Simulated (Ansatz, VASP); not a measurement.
One calculation of TiO2, two programs

Contents of INCAR:

```
SYSTEM = TiO2
ALGO = Normal
EDIFF = 1E-6
ENCUT = 520
GGA = PE
ISIF = 2
ISMEAR = -1
LASPH = .True.
LCHARG = .False.
LMAXMIX = 4
LREAL = .False.
LWAVE = .False.
NELM = 80
PREC = Accurate
SIGMA = 0.05
```

The input KPOINTS:

```
k-points
0
Gamma
  6 6 9
  0 0 0
```

File POSCAR:

```
TiO2
1.0
    4.5998373239      0.0000000000      0.0000000000
    0.0000000000      4.5998373239      0.0000000000
    0.0000000000      0.0000000000      2.9592135600
Ti O
2 4
Direct
    0.0000000000      0.0000000000      0.5000000000
    0.5000000000      0.5000000000      0.0000000000
    0.3043213200      0.3043213200      0.5000000000
    0.1956786800      0.8043213200      0.0000000000
    0.8043213200      0.1956786800      0.0000000000
    0.6956786800      0.6956786800      0.5000000000
```

Contents of KPOINTS_OPT:

```
path GXMGZRAZ,XR,MA
15
line-mode
reciprocal
 0.0000000000  0.0000000000  0.0000000000  G
 0.0000000000  0.5000000000  0.0000000000  X

 0.0000000000  0.5000000000  0.0000000000  X
 0.5000000000  0.5000000000  0.0000000000  M

 0.5000000000  0.5000000000  0.0000000000  M
 0.0000000000  0.0000000000  0.0000000000  G

 0.0000000000  0.0000000000  0.0000000000  G
 0.0000000000  0.0000000000  0.5000000000  Z

 0.0000000000  0.0000000000  0.5000000000  Z
 0.0000000000  0.5000000000  0.5000000000  R

 0.0000000000  0.5000000000  0.5000000000  R
 0.5000000000  0.5000000000  0.5000000000  A

 0.5000000000  0.5000000000  0.5000000000  A
 0.0000000000  0.0000000000  0.5000000000  Z

 0.0000000000  0.5000000000  0.0000000000  X
 0.0000000000  0.5000000000  0.5000000000  R

 0.5000000000  0.5000000000  0.0000000000  M
 0.5000000000  0.5000000000  0.5000000000  A
```

File input.yaml:

```yaml
crystal:
  lattice:
    - [4.5998373239, 0.0, 0.0]
    - [0.0, 4.5998373239, 0.0]
    - [0.0, 0.0, 2.95921356]
  atoms:
    - { symbol: Ti, position: [0.0, 0.0, 0.5] }
    - { symbol: Ti, position: [0.5, 0.5, 0.0] }
    - { symbol: O, position: [0.30432132, 0.30432132, 0.5] }
    - { symbol: O, position: [0.19567868, 0.80432132, 0.0] }
    - { symbol: O, position: [0.80432132, 0.19567868, 0.0] }
    - { symbol: O, position: [0.69567868, 0.69567868, 0.5] }
hamiltonian:
  xc: pbe
  pseudopotentials: { kind: paw }
kpoints:
  mp_grid: { grid: [6, 6, 9] }
  band_path:
    path:
      - [[0.0, 0.0, 0.0], [0.0, 0.5, 0.0], [0.5, 0.5, 0.0], [0.0, 0.0, 0.0], [0.0, 0.0, 0.5], [0.0, 0.5, 0.5], [0.5, 0.5, 0.5], [0.0, 0.0, 0.5]]
      - [[0.0, 0.5, 0.0], [0.0, 0.5, 0.5]]
      - [[0.5, 0.5, 0.0], [0.5, 0.5, 0.5]]
    npoints: 14
scf:
  occupations: { method: fermi_dirac, width: 0.05 }
  n_extra_bands: 15
output:
  forces: true
  stress: true
  eigenvalues: true
  fatbands: false
```

The cell is a database's computed one.

Alike in both runs: task band structure; functional PBE; k mesh 6 × 6 × 9; occupations fermi-dirac, width 0.05 eV; no spin polarisation.

|  | VASP | Ansatz |
| --- | --- | --- |
| version | VASP 6.6.1 | Ansatz 0.2.0 |
| potentials or method | VASP PAW PBE potentials, release 64 (Ti_pv, O) | Ansatz PAW |
| plane-wave cutoff (eV) | 520 | 420 |
| valence electrons in the cell | 44 | 48 |

Ansatz gave:

* gap on the k mesh at the Fermi level (eV): 1.87
* least direct gap on the mesh (eV): 1.87
* gap along the band path (eV): 1.87
* pressure (GPa): 4.2
* largest component of the traceless stress (GPa): 0.55
* rms of the force components (eV/Å): 0.002

Task: Estimate VASP's values.

Result: gap on the k mesh at the Fermi level (eV): 1.81; least direct gap on the mesh (eV): 1.81; gap along the band path (eV): 1.81; pressure (GPa): 5.6; largest component of the traceless stress (GPa): 0.31; rms of the force components (eV/Å): 0.020.

Atom by atom the forces differ by 0.022 eV/Å (rms over components). With one functional, cell and mesh, what is left measures potentials, basis and numerics. The two sets of potentials don't hold the same shells in valence.

Caveats: the pressure holds a Pulay correction of +0.7 GPa for the finite cutoff (Ansatz). Expect the measured gap to be larger: semilocal functionals such as PBE lack the derivative discontinuity.
